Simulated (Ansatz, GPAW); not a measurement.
# A C7 chain between two Pd chains: relaxation, then transmission at several levels, part 4 of 4

How well does a C7 chain between two Pd chains conduct once its atoms have relaxed, and how much do cheaper levels lose?

GPAW 26.7.0 and Ansatz 0.2.0; Ansatz plane waves; relaxation of the junction with the lead ends held; PAW set soft_1 (the session's first sound run).

So far, transmission at the Fermi level (one spin): step 3 (plane-wave reference (PBE)) 0.108; step 4 (GPAW, dzp, PBE, GPAW) 0.0906; step 5 (single-zeta polarised basis, PBE, GPAW) 0.0419; step 6 (GPAW, sz: basis = "sz(dzp)", PBE, GPAW) 0.0600; step 7 (revPBE in the dzp basis: xc = "revPBE") 0.0844. Also open channels of the lead at the Fermi level (one spin): step 4 4.

### Step 8. Without the relaxation: geometry = "as built"

Level of this step: GPAW LCAO, PAW setups; Landauer transmission from Green's functions with principal layers (ASE), zero bias (GPAW).

The dzp basis with PBE on the structure as first built shows what the relaxation was worth.

File run.py:

```python
import json
import numpy as np
from ase import Atoms
from ase.transport.calculators import TransportCalculator
from gpaw import GPAW, FermiDirac
from gpaw.lcao.tools import get_lcao_hamiltonian
from scipy.linalg import eigh

# The junction with lead layers at both ends, along the third cell vector
device = Atoms(
    ['Pd', 'Pd', 'Pd', 'Pd', 'Pd', 'Pd', 'Pd', 'Pd', 'C', 'C', 'C', 'C', 'C', 'C', 'C', 'Pd', 'Pd', 'Pd', 'Pd', 'Pd', 'Pd', 'Pd', 'Pd'],
    positions=[
        [4.50000, 4.50000, 1.25000],
        [4.50000, 4.50000, 3.75000],
        [4.50000, 4.50000, 6.25000],
        [4.50000, 4.50000, 8.75000],
        [4.50000, 4.50000, 11.25000],
        [4.50000, 4.50000, 13.75000],
        [4.50000, 4.50000, 16.25000],
        [4.50000, 4.50000, 18.75000],
        [4.50000, 4.50000, 20.60850],
        [4.50000, 4.50000, 21.83850],
        [4.50000, 4.50000, 23.17850],
        [4.50000, 4.50000, 24.40850],
        [4.50000, 4.50000, 25.74850],
        [4.50000, 4.50000, 26.97850],
        [4.50000, 4.50000, 28.31850],
        [4.50000, 4.50000, 30.17700],
        [4.50000, 4.50000, 32.67700],
        [4.50000, 4.50000, 35.17700],
        [4.50000, 4.50000, 37.67700],
        [4.50000, 4.50000, 40.17700],
        [4.50000, 4.50000, 42.67700],
        [4.50000, 4.50000, 45.17700],
        [4.50000, 4.50000, 47.67700]],
    cell=[[9.0, 0.0, 0.0], [0.0, 9.0, 0.0], [0.0, 0.0, 48.927]],
    pbc=True)

# One principal layer of the lead: the first 5 atoms of the device
lead = Atoms(
    ['Pd', 'Pd', 'Pd', 'Pd', 'Pd'],
    positions=[
        [4.50000, 4.50000, 1.25000],
        [4.50000, 4.50000, 3.75000],
        [4.50000, 4.50000, 6.25000],
        [4.50000, 4.50000, 8.75000],
        [4.50000, 4.50000, 11.25000]],
    cell=[[9.0, 0.0, 0.0], [0.0, 9.0, 0.0], [0.0, 0.0, 12.5]],
    pbc=True)

settings = dict(mode='lcao', basis='dzp', xc='PBE', h=0.2,
                occupations=FermiDirac(0.1), maxiter=250,
                mixer=dict(beta=0.1, nmaxold=8, weight=100.0),
                convergence=dict(density=0.0001))
energies = np.arange(-2, 2 + 1e-9, 0.025)
eta = 0.0001
n1, n2 = 1, 1
# k and -k transmit alike, so half of the mesh across the current serves
mesh = [(i, j) for i in range(n1) for j in range(n2) if (i, j) <= (-i % n1, -j % n2)]
weights = np.array([1 if (i, j) == (-i % n1, -j % n2) else 2 for i, j in mesh]) / (n1 * n2)


def ground_state(atoms, size, txt):
    atoms.calc = GPAW(kpts={'size': size, 'gamma': True}, symmetry={'tolerance': 1e-3}, txt=txt, **settings)
    atoms.get_potential_energy()
    return atoms.calc.get_fermi_level()


def blocks(atoms, fermi, points, nz, cells):
    """H - E_F S and S between cell 0 and the cells above it, at each point across the current."""
    kz = np.arange(nz) / nz
    calc = atoms.calc.fixed_density(kpts=[(*k, z) for k in points for z in kz], symmetry='off', txt=None)
    H, S = get_lcao_hamiltonian(calc)
    H = (H - fermi * S).reshape(len(H), len(points), nz, *S.shape[1:])
    S = S.reshape(H.shape[1:])
    phases = [np.exp(-2j * np.pi * kz * R) / nz for R in cells]
    return [(np.einsum('skzij,z->ksij', H, p), np.einsum('kzij,z->kij', S, p)) for p in phases]


def pair(a, b):
    return np.block([[a, b], [b.T.conj(), a]])


def count_channels(h, s, cells, nk=240):
    """Half the number of times that the lead's bands cross each energy, unfolded to its shortest repeat."""
    b = len(h) // cells
    bands = []
    for k in (np.arange(nk + 1) + 0.5) / nk:
        hk, sk = h[:b, :b].copy(), s[:b, :b].copy()
        for R in range(1, cells):
            phase, block = np.exp(2j * np.pi * k * R), slice(R * b, (R + 1) * b)
            hk += h[:b, block] * phase + (h[:b, block] * phase).T.conj()
            sk += s[:b, block] * phase + (s[:b, block] * phase).T.conj()
        w, u = eigh(sk)
        x = u[:, w > 1e-5] / w[w > 1e-5]**0.5  # drop near-dependent combinations
        bands.append(np.r_[eigh(x.T.conj() @ hk @ x, eigvals_only=True), [1e9] * (w <= 1e-5).sum()])
    below = np.array(bands)[:, :, None] < energies
    return (below[1:] != below[:-1]).sum((0, 1)) / 2


fermi_lead = ground_state(lead, (1, 1, 9), 'lead.txt')
fermi_device = ground_state(device, (1, 1, 2), 'device.txt')
T, channels, eigen, tail, misfit, shifts = [], [], [], 0.0, 0.0, []
for first in range(0, len(mesh), 210):
    points = [(i / n1, j / n2) for i, j in mesh[first:first + 210]]
    (H0k, S0k), (H1k, S1k), (H2k, _) = blocks(lead, fermi_lead, points, 5, range(3))
    [(Hk, Sk)] = blocks(device, fermi_device, points, 2, [0])
    tail = max(tail, abs(H2k).max())
    for H0, S0, H1, S1, H, S in zip(H0k, S0k, H1k, S1k, Hk, Sk):
        n = len(S0)
        # Shift the lead onto the potential of the device's first layer
        shift = ((H[:, 0, 0] - H0[:, 0, 0]) / S0[0, 0]).real.mean()
        shifts.append(shift)
        misfit = max(misfit, abs(H[:, :n, :n] - H0 - shift * S0).max())
        Tk, Ck, Ek = [], [], []
        for s in range(len(H)):
            t = s % len(H0)  # a lead without moments serves both spins
            h1, s1 = pair(H0[t] + shift * S0, H1[t] + shift * S1), pair(S0, S1)
            leads = dict(h1=h1, s1=s1, energies=energies, eta=eta, eta1=eta, eta2=eta)
            calc = TransportCalculator(h=H[s], s=S, eigenchannels=3, **leads)
            Tk.append(calc.get_transmission())
            Ek.append(np.sort(calc.eigenchannels_ne, axis=0)[::-1])
            Ck.append(count_channels(h1, s1, 10))
        T.append(Tk)
        channels.append(Ck)
        eigen.append(Ek)
T, channels = np.array(T), np.array(channels)
mean, open_channels = np.einsum('kse,k->se', T, weights), np.einsum('kse,k->se', channels, weights)

print(f'basis functions: device {len(S)}, principal layer {n}')
print(f'Fermi level: lead {fermi_lead:.4f} eV, device {fermi_device:.4f} eV; lead shifted by {np.mean(shifts):.4f} eV')
print(f'largest coupling past the next layer {tail:.2e} eV, largest misfit of the first layer {misfit:.3f} eV')
print('  E-E_F (eV)   ' + 'T (one spin)  channels')
for e, t, c in zip(energies, mean.T, open_channels.T):
    print(f'{e:10.3f}  ', *[f'{x:11.4e}' for x in t], *[f'{x:9.4f}' for x in c])

kT = 8.617333e-5 * 300
fine = np.linspace(energies[0], energies[-1], 4001)
both = np.exp(np.interp(fine, energies, np.log(np.maximum(mean.sum(0) * 2 / len(mean), 1e-30))))
fermi = lambda mu: 1 / (1 + np.exp(np.clip((fine - mu) / kT, -200, 200)))
slope = fermi(0) * (1 - fermi(0)) / kT
G = np.trapezoid(both * slope, fine) / 2
seebeck = -np.trapezoid(both * slope * fine, fine) / (2 * G * 300) * 1e6
print(f'conductance at 300 K: {G:.5g} G0 a cell; thermopower {seebeck:.4g} uV/K')
bias = [0.1, 0.2, 0.5, 1.0, 1.5, 2.0]
current = [38.74 * np.trapezoid(both * (fermi(V / 2) - fermi(-V / 2)), fine) for V in bias]
for V, I in zip(bias, current):
    print(f'current from the zero-bias T(E) at {V} V: {I:.5g} uA')
zero = abs(energies).argmin()
json.dump(dict(energies=energies.tolist(), T=mean.tolist(), channels=open_channels.tolist(), G=G, seebeck=seebeck,
               bias=bias, current=current, tail=tail, misfit=misfit, shift=np.mean(shifts), n_device=len(S), n_lead=n,
               fermi=[fermi_lead, fermi_device], energy=device.get_potential_energy(),
               moments=device.get_magnetic_moments().tolist(), mesh=mesh, weights=weights.tolist(),
               T_k=T[:, :, zero].tolist(), eigen=np.array(eigen[0]).tolist()), open('result.json', 'w'))
```

Run with:

```console
$ OMP_NUM_THREADS=1 OPENBLAS_NUM_THREADS=1 python run.py
```

Numbers of over 12 decimals in the logs are rounded to 6 here.

Output:

```text
basis functions: device 523, principal layer 135
Fermi level: lead -4.0202 eV, device -4.1264 eV; lead shifted by 0.0002 eV
largest coupling past the next layer 1.07e-04 eV, largest misfit of the first layer 0.059 eV
  E-E_F (eV)   T (one spin)  [channel counts left out]
    -2.000    1.3684e+00
    -1.975    1.4301e+00
    -1.950    1.4832e+00
[...]
1.975    9.4020e-07
     2.000    9.4057e-07
conductance at 300 K: 0.32503 G0 a cell; thermopower 40.23 uV/K
current from the zero-bias T(E) at 0.1 V: 2.4727 uA
current from the zero-bias T(E) at 0.2 V: 4.7035 uA
current from the zero-bias T(E) at 0.5 V: 10.278 uA
current from the zero-bias T(E) at 1.0 V: 19.792 uA
current from the zero-bias T(E) at 1.5 V: 33.574 uA
current from the zero-bias T(E) at 2.0 V: 58.004 uA
```

Run time: 8.7 min. Hardware: 1 thread of Intel Xeon Platinum 8488C (Sapphire Rapids), shared host; peak memory 1.9 GiB.

This step gave:

| Quantity | Value |
| --- | --- |
| conductance | 0.3250 G₀ |
| largest coupling past the next principal layer | 1.07e-4 eV |
| largest misfit of the first principal layer | 0.05899 eV |
| shift that aligns the lead | 1.81e-4 eV |
| transmission at the Fermi level (one spin) | 0.3429 |

The conductance, 0.325 G₀, lies 273 % above that of the dzp run.

### Step 9. Cost and result by level

Times are wall times on the hardware named with each run. The runs compared:

```
no.         run  conductance (G₀)     time  memory (GiB)
  1      pw PBE            0.1047  3.4 min           6.5
  2         dzp           0.08722  7.9 min           1.9
  3         szp           0.03662  5.8 min           1.8
  4          sz           0.05245    5 min           1.7
  5  dzp revPBE           0.08125   10 min           1.9
  6     asbuilt            0.3250  8.7 min           1.9
```

### Step 10. Comparison

The curves are compared point by point over the common energies.

This step: comparison of transmission and cost over codes, levels and geometry; PAW set soft_1 (GPAW 26.7.0).

Ladder, by row:

```csv
step,code,T at the Fermi level (sum over the listed spins),conductance (G0),r.m.s. T(E) from the first,wall time (s),peak memory (GiB),threads
pw-pbe,Ansatz,0.1077,0.1047,0,203.8,6.53,4
dzp,GPAW,0.09058,0.08722,0.2745,476.3,1.86,1
szp,GPAW,0.04188,0.03662,0.3021,346,1.76,1
sz,GPAW,0.06002,0.05245,0.3347,298.3,1.68,1
dzp-revPBE,GPAW,0.08441,0.08125,0.2383,606,1.87,1
asbuilt,GPAW,0.3429,0.325,0.3719,522.3,1.87,1
```

Transmission, zone mean, sum over the listed spins against energy, zero at the Fermi level:

| energy (eV) | pw-pbe | dzp | szp | sz | dzp-revPBE | asbuilt |
| --- | --- | --- | --- | --- | --- | --- |
| -2.000 | 0.572 | 0.503 | 0.533 | 0.791 | 0.506 | 1.37 |
| -1.800 | 0.894 | 0.842 | 1.08 | 1.46 | 0.853 | 1.61 |
| -1.600 | 1.43 | 1.39 | 1.76 | 1.81 | 1.41 | 1.52 |
| -1.450 | 1.67 | 1.69 | 1.91 | 1.91 | 1.71 | 1.46 |
| -1.400 | 1.69 | 1.75 | 1.87 | 1.93 | 1.76 | 1.46 |
| -1.375 | 1.69 | 1.77 | 1.81 | 1.94 | 1.78 | 1.46 |
| -1.300 | 1.61 | 1.80 | 1.48 | 1.81 | 1.80 | 1.48 |
| -1.200 | 1.22 | 1.74 | 0.710 | 0.823 | 1.70 | 1.54 |
| -1.050 | 1.00 | 1.34 | 0.150 | 0.0699 | 1.29 | 1.60 |
| -1.000 | 0.377 | 1.58 | 0.297 | 0.171 | 1.32 | 1.56 |
| -0.800 | 1.17 | 0.439 | 0.692 | 0.665 | 0.567 | 1.06 |
| -0.750 | 1.30 | 0.817 | 0.514 | 0.558 | 0.958 | 0.932 |
| -0.600 | 0.537 | 0.757 | 1.14 | 0.220 | 0.665 | 0.651 |
| -0.575 | 0.103 | 0.614 | 0.242 | 1.11 | 0.529 | 0.619 |
| -0.550 | 1.68 | 0.504 | 0.165 | 0.204 | 0.450 | 0.591 |
| -0.475 | 0.487 | 1.39 | 0.115 | 0.119 | 0.671 | 0.527 |
| -0.400 | 0.337 | 0.271 | 0.102 | 0.107 | 0.251 | 0.488 |
| -0.200 | 0.167 | 0.138 | 0.0821 | 0.105 | 0.133 | 0.466 |
| 0.000 | 0.108 | 0.0906 | 0.0419 | 0.0600 | 0.0844 | 0.343 |
| 0.200 | 8.3e-4 | 9.4e-4 | 0.00229 | 0.00436 | 9.2e-4 | 1.6e-5 |
| 0.400 | 0.00340 | 0.00473 | 0.0322 | 0.0114 | 0.00479 | 4.0e-6 |
| 0.600 | 0.0660 | 0.530 | 0.00207 | 0.00150 | 0.569 | 2.1e-6 |
| 0.650 | 0.498 | 0.0382 | 0.00148 | 0.00113 | 0.0374 | 1.8e-6 |
| 0.800 | 0.00828 | 0.00397 | 6.9e-4 | 5.6e-4 | 0.00388 | 1.5e-6 |
| 1.000 | 0.00142 | 8.8e-4 | 3.3e-4 | 2.8e-4 | 8.8e-4 | 1.2e-6 |
| 1.200 | 5.0e-4 | 3.4e-4 | 1.8e-4 | 1.6e-4 | 3.3e-4 | 1.1e-6 |
| 1.400 | 2.3e-4 | 1.6e-4 | 1.2e-4 | 9.6e-5 | 1.5e-4 | 1.0e-6 |
| 1.600 | 1.1e-4 | 7.8e-5 | 7.7e-5 | 6.1e-5 | 7.7e-5 | 9.7e-7 |
| 1.800 | 5.7e-5 | 3.8e-5 | 5.3e-5 | 4.0e-5 | 3.7e-5 | 9.5e-7 |
| 2.000 | 2.5e-5 | 1.5e-5 | 3.6e-5 | 2.5e-5 | 1.5e-5 | 9.4e-7 |

### Step 11. Basis sz(dzp), k-points along the lead 40

A smaller basis is cheaper in every inversion. The lead's own mesh along the current sets its density and potential; where the lead is aligned to the junction's end layer, a rigid shift drops out.

This step: GPAW LCAO, PAW setups; Landauer transmission from Green's functions with principal layers (ASE), zero bias (GPAW 26.7.0).

run.py: that of step 8 with these lines changed.

```diff
@@ -18,13 +18,13 @@
         [4.50000, 4.50000, 13.75000],
-        [4.50000, 4.50000, 16.25000],
-        [4.50000, 4.50000, 18.75000],
-        [4.50000, 4.50000, 20.60850],
-        [4.50000, 4.50000, 21.83850],
-        [4.50000, 4.50000, 23.17850],
-        [4.50000, 4.50000, 24.40850],
-        [4.50000, 4.50000, 25.74850],
-        [4.50000, 4.50000, 26.97850],
-        [4.50000, 4.50000, 28.31850],
-        [4.50000, 4.50000, 30.17700],
-        [4.50000, 4.50000, 32.67700],
+        [4.93697, 4.46523, 16.30622],
+        [3.96263, 4.50662, 18.75158],
+        [4.31727, 4.49348, 20.57569],
+        [4.42096, 4.49634, 21.86129],
+        [4.46585, 4.50322, 23.16025],
+        [4.49675, 4.51902, 24.44732],
+        [4.52088, 4.54065, 25.73434],
+        [4.54690, 4.58089, 27.03338],
+        [4.59420, 4.66821, 28.31913],
+        [4.74031, 4.96985, 30.14901],
+        [4.33328, 4.13064, 32.61112],
         [4.50000, 4.50000, 35.17700],
@@ -50,3 +50,3 @@
 
-settings = dict(mode='lcao', basis='dzp', xc='PBE', h=0.2,
+settings = dict(mode='lcao', basis='sz(dzp)', xc='PBE', h=0.2,
                 occupations=FermiDirac(0.1), maxiter=250,
@@ -100,3 +100,3 @@
 
-fermi_lead = ground_state(lead, (1, 1, 9), 'lead.txt')
+fermi_lead = ground_state(lead, (1, 1, 40), 'lead.txt')
 fermi_device = ground_state(device, (1, 1, 2), 'device.txt')
```

Output:

```text
basis functions: device 220, principal layer 60
Fermi level: lead -4.1978 eV, device -4.6451 eV; lead shifted by -0.0009 eV
largest coupling past the next layer 1.09e-04 eV, largest misfit of the first layer 0.042 eV
  E-E_F (eV)   T (one spin)  [channel counts left out]
    -2.000    7.9083e-01
    -1.975    8.6175e-01
    -1.950    9.3730e-01
    -1.925    1.0156e+00
    -1.900    1.1019e+00
    -1.875    1.1898e+00
    -1.850    1.2799e+00
    -1.825    1.3700e+00
    -1.800    1.4572e+00
    -1.775    1.5379e+00
    -1.750    1.6090e+00
    -1.725    1.6682e+00
    -1.700    1.7148e+00
    -1.675    1.7499e+00
    -1.650    1.7759e+00
    -1.625    1.7954e+00
[...]
1.825    3.7390e-05
     1.850    3.5348e-05
     1.875    3.3398e-05
     1.900    3.1534e-05
     1.925    2.9749e-05
     1.950    2.8040e-05
     1.975    2.6400e-05
     2.000    2.4827e-05
conductance at 300 K: 0.052442 G0 a cell; thermopower 77.45 uV/K
current from the zero-bias T(E) at 0.1 V: 0.39713 uA
current from the zero-bias T(E) at 0.2 V: 0.76985 uA
current from the zero-bias T(E) at 0.5 V: 2.0849 uA
current from the zero-bias T(E) at 1.0 V: 4.9018 uA
current from the zero-bias T(E) at 1.5 V: 11.487 uA
current from the zero-bias T(E) at 2.0 V: 20.748 uA
```

The job ended after 5.5 min (1 thread; peak memory 1.7 GiB).

Numbers from this step:

* conductance: 0.05244 G₀
* largest coupling past the next principal layer: 1.09e-4 eV
* largest misfit of the first principal layer: 0.04212 eV
* shift that aligns the lead: -9.37e-4 eV
* basis functions of the junction: 220
* basis functions of a principal layer: 60
* transmission at the Fermi level (one spin): 0.06000

One spin. Transmission, zone mean against energy, zero at the Fermi level:

```
energy (eV)  transmission, zone mean
     -2.000                    0.791
     -1.800                     1.46
     -1.600                     1.81
     -1.400                     1.93
     -1.375                     1.94
     -1.200                    0.823
     -1.000                    0.171
     -0.825                    0.674
     -0.800                    0.665
     -0.600                    0.220
     -0.575                     1.11
     -0.400                    0.107
     -0.200                    0.105
      0.000                   0.0600
      0.200                  0.00436
      0.300                    0.255
      0.400                   0.0114
      0.600                  0.00150
      0.800                   5.6e-4
      1.000                   2.8e-4
      1.200                   1.6e-4
      1.400                   9.6e-5
      1.600                   6.1e-5
      1.800                   4.0e-5
      2.000                   2.5e-5
```

Not self-consistent under bias; the bias window is split evenly. Current through one cell, from the zero-bias transmission against bias:

```
bias (V)  current through one cell, from the zero-bias transmission (μA)
   0.100                                                           0.397
   0.200                                                           0.770
   0.500                                                            2.08
   1.000                                                            4.90
   1.500                                                            11.5
   2.000                                                            20.7
```

Transmission of the three most open eigenchannels against energy, zero at the Fermi level:

```
energy (eV)  channel 1  channel 2  channel 3
     -2.000      0.606      0.185     1.5e-9
     -1.800      0.879      0.578     1.2e-8
     -1.600      0.914      0.897     7.6e-8
     -1.400      0.973      0.962     2.2e-7
     -1.200      0.668      0.155     1.8e-8
     -1.000      0.102     0.0686     6.7e-7
     -0.800      0.385      0.280     3.0e-7
     -0.600      0.120      0.100     2.1e-6
     -0.400     0.0707     0.0361     2.4e-6
     -0.200     0.0670     0.0376     6.3e-5
      0.000     0.0355     0.0245     1.1e-6
      0.200    0.00436          0          0
      0.400     0.0114          0          0
      0.600    0.00150          0          0
      0.800     5.6e-4          0          0
      1.000     2.8e-4          0          0
      1.200     1.6e-4          0          0
      1.400     9.6e-5          0          0
```

The conductance, 0.0524 G₀, lies 40 % below that of the dzp run.

### Step 12. Outcome

| Quantity | Value |
| --- | --- |
| conductance | 0.0872 G₀ |
| transmission at the Fermi level, mean of the spins | 0.0906 |
| open channels of the lead there | 4 |

In words: In the dzp basis the junction conducts 0.0872 G₀ at 300 K, with T = 0.0906 a spin at the Fermi level; no smaller basis tried comes within 10 % of that conductance. Relaxation moved atoms by up to 0.54 Å and took the conductance from 0.325 to 0.0872 G₀, as a ratio a larger change than the step from dzp to the minimal basis. Plane waves (PBE) give T = 0.108 there. The scatterer reflects about 98 % of the incoming channels at the Fermi level. At the Fermi level two eigenchannels carry the current (0.054 and 0.037). Measured against the first run (pw-pbe), the nearest curve is that of dzp-revPBE (r.m.s. 0.24) and the farthest that of asbuilt (0.37). Over the compared runs wall time goes from 204 s (pw-pbe) to 606 s (dzp-revPBE), on a shared host; the plane-wave run used 4 threads and the orbital runs 1. The leads kept an estimated spacing and the cell its length, so the junction may be under some tension or compression. The run had no spin polarisation, so a magnetic state, which chains and small molecules with open shells often have, wasn't tested. An evenly spaced straight chain is an idealisation: free chains tend to dimerise, zigzag or, where a band edge lies near the Fermi level, turn magnetic. The currents use the zero-bias T(E) throughout, which holds only while the bias is small against the distance to the nearest feature. Within about eight thermal energies of the Fermi level ln T(E) bends sharply from one computed energy to the next, or the lead's channel count changes, so the thermal averages, above all the thermopower, rest on an interpolation that may be rough.

[Logs are printed without paths, hosts, clocks, repeated set-up lines and the standing remarks that a program may print on its own settings, such as how far it seeks lower states.]

[Hosts, paths, dates, database ids (printed as entryN), source tags and the programs' standing remarks are cut or masked in the printed files.]
